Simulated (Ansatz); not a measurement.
Ru: computed properties

Theory: DFT r2SCAN, scalar-relativistic, plane waves, PAW (Ansatz 0.2.0).

Plane waves to 500 eV, a k mesh through Γ of 18×18×10 on the computed 2-atom cell and Gaussian smearing (0.10 eV); no spin polarisation.

The structure is relaxed at this level of theory with its symmetry kept.

It takes space group P6_3/mmc (No. 194, hexagonal). The conventional cell has a = 2.702 Å, b = 2.702 Å, c = 4.266 Å, α = 90.00°, β = 90.00°, γ = 120.00°. Around Ru (site symmetry -6m2) lie 12 Ru at 2.64 to 2.70 Å.

* Volume per atom: 91.0 bohr³
* Formation energy from the elements' standard states (uncorrected): +0.003 eV/atom
* Generalised Kohn–Sham band gap: none (metal)
* Density of states at the Fermi level: 1.58 states/eV per cell
* Löwdin character within 0.5 eV of the Fermi level: Ru 4d 94 %
* Bulk modulus: 337 GPa
* Its pressure derivative: 4.8
* Bader charges (e): Ru (2 in the cell) 0.00